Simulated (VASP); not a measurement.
# TiC (Fm-3m) in VASP: further runs

One crystal, TiC, is run at these levels: r2SCAN, r2SCAN+rVV10; tasks: relaxation of cell and atoms.

All numbers are computed with VASP 6.6.1; they aren't measurements. Logs are shortened: lines on timing, memory, paths and dates and some standing lists are left out, and cuts for length are marked.

## 1. The crystal as given

The structure is cubic, space group Fm-3m (No. 225). Conventional cell: a = 4.331 Å, b = 4.331 Å, c = 4.331 Å, α = 90.00°, β = 90.00°, γ = 90.00°. Ti (site symmetry m-3m) is surrounded by 6 C at 2.17 Å. C (site symmetry m-3m) has 6 Ti at 2.17 Å as nearest neighbours.

The cell is a database's computed one.

## 2. Relaxation of cell and atoms, r2SCAN

Contents of INCAR:

```
SYSTEM = TiC
ALGO = Normal
EDIFF = 1E-7
EDIFFG = -0.005
ENCUT = 600
IBRION = 2
ISIF = 3
ISMEAR = 0
LASPH = .True.
LCHARG = .False.
LMIXTAU = .True.
LREAL = .False.
LWAVE = .False.
METAGGA = R2SCAN
NELM = 100
NSW = 90
PREC = Accurate
SIGMA = 0.1
```

Contents of KPOINTS:

```
k-points
0
Gamma
  16 16 16
  0 0 0
```

Contents of POSCAR:

```
TiC
1.0
    0.0000000000      2.1657188400      2.1657188400
    2.1657188400      0.0000000000      2.1657188400
    2.1657188400      2.1657188400      0.0000000000
Ti C
1 1
Direct
    0.0000000000      0.0000000000      0.0000000000
    0.5000000000      0.5000000000      0.5000000000
```

Potentials or basis: VASP PAW PBE potentials, release 64 (Ti_sv, C).

Run with:

```sh
$ cat potpaw_PBE.64/Ti_sv/POTCAR potpaw_PBE.64/C/POTCAR > POTCAR
$ mpirun -np 1 vasp_std > vasp.out
```

OUTCAR:

```text
SYSTEM = TiC
   EDIFF = 1E-7
   EDIFFG = -0.005
   ENCUT = 600
   IBRION = 2
   ISIF = 3
   ISMEAR = 0
   LASPH = .True.
   LREAL = .False.
   METAGGA = R2SCAN
   NELM = 100
   NSW = 90
   PREC = Accurate

 ion  position               nearest neighbor table
   1  0.000  0.000  0.000-   2 2.17   2 2.17   2 2.17   2 2.17   2 2.17   2 2.17
   2  0.500  0.500  0.500-   1 2.17   1 2.17   1 2.17   1 2.17   1 2.17   1 2.17

  LATTYP: Found a face centered cubic cell.
 ALAT       =     4.3314376800

  Lattice vectors:

 A1 = (   0.0000000000,   2.1657188400,   2.1657188400)
 A2 = (   2.1657188400,   0.0000000000,   2.1657188400)
 A3 = (   2.1657188400,   2.1657188400,   0.0000000000)

Analysis of symmetry for initial positions (statically):
=====================================================================
 Subroutine PRICEL returns:
 Original cell was already a primitive cell.

 Routine SETGRP: Setting up the symmetry group for a
 face centered cubic supercell.

 Subroutine GETGRP returns: Found 48 space group operations
 (whereof 48 operations were pure point group operations)
 out of a pool of 48 trial point group operations.

The static configuration has the point symmetry O_h .

Analysis of symmetry for dynamics (positions and initial velocities):
=====================================================================
 Subroutine PRICEL returns:
 Original cell was already a primitive cell.

 Routine SETGRP: Setting up the symmetry group for a
 face centered cubic supercell.

 Subroutine GETGRP returns: Found 48 space group operations
 (whereof 48 operations were pure point group operations)
 out of a pool of 48 trial point group operations.

The dynamic configuration has the point symmetry O_h .

 Subroutine INISYM returns: Found 48 space group operations
 (whereof 48 operations are pure point group operations),
 and found     1 'primitive' translations

----------------------------------------------------------------------------------------

                                     Primitive cell

  volume of cell :      20.3159

  direct lattice vectors                    reciprocal lattice vectors
     0.000000000  2.165718840  2.165718840    -0.230870227  0.230870227  0.230870227
     2.165718840  0.000000000  2.165718840     0.230870227 -0.230870227  0.230870227
     2.165718840  2.165718840  0.000000000     0.230870227  0.230870227 -0.230870227

  length of vectors
     3.062788956  3.062788956  3.062788956     0.399878963  0.399878963  0.399878963

  position of ions in fractional coordinates (direct lattice)
     0.000000000  0.000000000  0.000000000
     0.500000000  0.500000000  0.500000000

  ion indices of the primitive-cell ions
   primitive index   ion index
                 1           1
                 2           2

----------------------------------------------------------------------------------------

 KPOINTS: k-points

Automatic generation of k-mesh.
 Grid dimensions read from file:
 generate k-points for:   16   16   16

 Generating k-lattice:

  Cartesian coordinates                     Fractional coordinates (reciprocal lattice)
    -0.014429389  0.014429389  0.014429389     0.062500000  0.000000000  0.000000000
     0.014429389 -0.014429389  0.014429389     0.000000000  0.062500000  0.000000000
     0.014429389  0.014429389 -0.014429389     0.000000000  0.000000000  0.062500000

  Length of vectors
     0.024992435  0.024992435  0.024992435

  Shift w.r.t. Gamma in fractional coordinates (k-lattice)
     0.000000000  0.000000000  0.000000000

 Subroutine IBZKPT returns following result:
 ===========================================

 Found    145 irreducible k-points:

 Following reciprocal coordinates:
            Coordinates               Weight
  0.000000  0.000000  0.000000      1.000000
  0.062500  0.000000  0.000000      8.000000
  0.125000  0.000000  0.000000      8.000000
  0.187500  0.000000  0.000000      8.000000
  0.250000  0.000000  0.000000      8.000000
  0.312500  0.000000  0.000000      8.000000
[... 16 lines left out ...]
 -0.125000  0.062500  0.000000     24.000000
 -0.062500  0.062500  0.000000     12.000000
 [... further k-points ...]
   k-points           NKPTS =    145   k-points in BZ     NKDIM =    145   number of bands    NBANDS=     12
   number of dos      NEDOS =    301   number of ions     NIONS =      2
   total plane-waves  NPLWV =  13824
   dimension x,y,z NGX =    24 NGY =   24 NGZ =   24
   dimension x,y,z NGXF=    48 NGYF=   48 NGZF=   48
   ions per type =               1   1
   NGX,Y,Z   is equivalent  to a cutoff of  13.03, 13.03, 13.03 a.u.
   NGXF,Y,Z  is equivalent  to a cutoff of  26.05, 26.05, 26.05 a.u.
 SYSTEM =  TiC
   PREC   = accura    normal or accurate (medium, high low for compatibility)
   ISTART =      0    job   : 0-new  1-cont  2-samecut
   ICHARG =      2    charge: 1-file 2-atom 10-const
   ISPIN  =      1    spin polarized calculation?
   LNONCOLLINEAR =      F non collinear calculations
   LSORBIT =      F    spin-orbit coupling
   LASPH  =      T    aspherical Exc in radial PAW
   ENCUT  =  600.0 eV  44.10 Ry    6.64 a.u.   6.12  6.12  6.12*2*pi/ulx,y,z
   NELM   =    100;   NELMIN=  2; NELMDL= -5     # of ELM steps
   EDIFF  = 0.1E-06   stopping-criterion for ELM
   LREAL  =      F    real-space projection
   EDIFFG = -.5E-02   stopping-criterion for IOM
   NSW    =     90    number of steps for IOM
   IBRION =      2    ionic relax: 0-MD 1-quasi-New 2-CG
   NFREE  =      1    steps in history (QN), initial steepest desc. (CG)
   ISIF   =      3    stress and relaxation
   ISYM   =      2    0-nonsym 1-usesym 2-fastsym
   POTIM  = 0.5000    time-step for ionic-motion
   TEBEG  =    0.0;   TEEND  =   0.0 temperature during run
   PSTRESS=    0.0 pullay stress
   NELECT =      16.0000    total number of electrons
   NUPDOWN=      -1.0000    fix difference up-down
   EMIN   =  10.00;   EMAX   =-10.00  energy-range for DOS
   EFERMI =   0.00;   METHOD = LEGACY
   ISMEAR =     0;   SIGMA  =   0.10  broadening in eV -4-tet -1-fermi 0-gaus
   EFERMI_NEDOS =   21; number of points for ismear=-14 and -15
   IALGO  =     38    algorithm
   IMIX   =      4    mixing-type and parameters
     AMIX     =   0.40;   BMIX     =  1.00
     AMIX_MAG =   1.60;   BMIX_MAG =  1.00
  volume/ion in A,a.u.               =      10.16        68.55
  Fermi-wavevector in a.u.,A,eV,Ry     =   1.511829  2.856943 31.097854  2.285628
  Thomas-Fermi vector in A             =   2.621834
   LORBIT       =      0    0 simple, 1 ext, 2 COOP (PROOUT), +10 PAW based schemes
   METAGGA = R2SCAN    functional components
   LHFCALC =     F    Hartree Fock is set to
   AEXX    =    0.0000 exact exchange contribution
   IVDW    =     0    specifies the selected vdW correction
   LEPSILON=     F    determine dielectric tensor
   LRPA    =     F    only Hartree local field effects (RPA)
 conjugate gradient relaxation of ions
 non-spin polarized calculation
 Gauss-broadening in eV      SIGMA  =   0.10
  energy-cutoff  :      600.00
  volume of cell :       20.32
 maximum number of plane-waves:       700
   NGX = 13   NGY = 13   NGZ = 13

--------------------------------------- Ionic step        1  -------------------------------------------

 number of electron      16.0000000 magnetization

 Free energy of the ion-electron system (eV)
  ---------------------------------------------------
  ext. energy  EPLUGINS =         0.00000000
  ---------------------------------------------------
  free energy    TOTEN  =       -24.87080284 eV

  energy without entropy =      -24.86879168  energy(sigma->0) =      -24.86979726

------------------------ aborting loop because EDIFF is reached ----------------------------------------

  FORCE on cell =-STRESS in cart. coord.  units (eV):
  Direction    XX          YY          ZZ          XY          YZ          ZX
  --------------------------------------------------------------------------------------
  -------------------------------------------------------------------------------------
  Total        0.0259524      0.0259524      0.0259524      0.0000000      0.0000000     -0.0000000
  in kB        2.0466889      2.0466889      2.0466889      0.0000000      0.0000000     -0.0000000
  external PRESSURE =       2.0466889 kB  Pullay stress =       0.0000000 kB
[... 57 lines left out ...]
  energy  without entropy=      -24.8687787918  energy(sigma->0) =      -24.86978482

--------------------------------------- Ionic step        3  -------------------------------------------

 number of electron      16.0000000 magnetization

 Free energy of the ion-electron system (eV)
  ---------------------------------------------------
  ext. energy  EPLUGINS =         0.00000000
  ---------------------------------------------------
  free energy    TOTEN  =       -24.87081199 eV

  energy without entropy =      -24.86880047  energy(sigma->0) =      -24.86980623

 E-fermi :   9.4762     XC(G=0): -13.5844

 val. band max:        9.4634959414   @ k =   0.4375   0.3750   0.0000
 cond. band min:       9.4872764974   @ k =   0.1875   0.1875   0.0000
 fundamental gap:      0.0237805560
 Fermi energy:         9.4761728629

 k-point     1 :       0.0000    0.0000    0.0000
  band No.  band energies     occupation
      1     -49.5003      2.00000
      2     -24.4792      2.00000
      3     -24.4792      2.00000
      4     -24.4792      2.00000
      5      -3.7217      2.00000
      6      10.3442      0.00000
      7      10.3442      0.00000
      8      10.3442      0.00000
      9      11.1452      0.00000
     10      11.1452      0.00000
     11      11.1452      0.00000
     12      11.1956      0.00000
[... 331 lines left out ...]
 k-point    24 :      -0.0625    0.0625    0.0000
  band No.  band energies     occupation
      1     -49.4929      2.00000
      2     -24.5273      2.00000
      3     -24.4924      2.00000
      4     -24.4801      2.00000
      5      -3.4833      2.00000
      6       9.2334      1.99940
      7       9.3485      1.92897
      8       9.5206      0.52987
      9      10.4592      0.00000
     10      10.9547      0.00000
     11      11.8371      0.00000
     12      12.3880      0.00000

 [... further k-points ...]

------------------------ aborting loop because EDIFF is reached ----------------------------------------

  FORCE on cell =-STRESS in cart. coord.  units (eV):
  Direction    XX          YY          ZZ          XY          YZ          ZX
  --------------------------------------------------------------------------------------
  -------------------------------------------------------------------------------------
  Total        0.0023063      0.0023063      0.0023063      0.0000000      0.0000000     -0.0000000
  in kB        0.1817538      0.1817538      0.1817538      0.0000000      0.0000000     -0.0000000
  external PRESSURE =       0.1817538 kB  Pullay stress =       0.0000000 kB
[... 17 lines left out ...]
  FREE ENERGIE OF THE ION-ELECTRON SYSTEM (eV)
  ---------------------------------------------------
  free  energy   TOTEN  =       -24.8708119865 eV

  energy  without entropy=      -24.8688004720  energy(sigma->0) =      -24.86980623

 reached required accuracy - stopping structural energy minimisation
```

It took 2.1 min on 1 thread of Intel Xeon 6975P-C (Granite Rapids), shared host; peak memory 0.19 GiB.

Results:

* Free energy: -24.8708 eV
* Relaxed volume: 10.17 Å³/atom
* Relaxed cell: a = 3.064 Å, b = 3.064 Å, c = 3.064 Å, α = 60.00°, β = 60.00°, γ = 60.00°
* Space group after relaxing (to 0.05 Å): Fm-3m (No. 225)
* Energy gained by relaxing: 0.0 meV/atom
* Ionic steps: 3
* Pressure after relaxing: 0.0 GPa
* Band gap on the k mesh: none (metal or under the smearing width)

Final structure:
```cif
data_structure
_symmetry_space_group_name_H-M 'P 1'
_symmetry_Int_Tables_number 1
_cell_length_a 3.0635
_cell_length_b 3.0635
_cell_length_c 3.0635
_cell_angle_alpha 60.000
_cell_angle_beta 60.000
_cell_angle_gamma 60.000
_cell_volume 20.33
loop_
_atom_site_label
_atom_site_type_symbol
_atom_site_fract_x
_atom_site_fract_y
_atom_site_fract_z
_atom_site_occupancy
Ti1 Ti 0.00000 0.00000 0.00000 1
C1 C 0.50000 0.50000 0.50000 1
```

Caveat: the PAW data sets were made with another functional, which shifts forces and pressure a little.

(Part 1 of 2 ends here.)
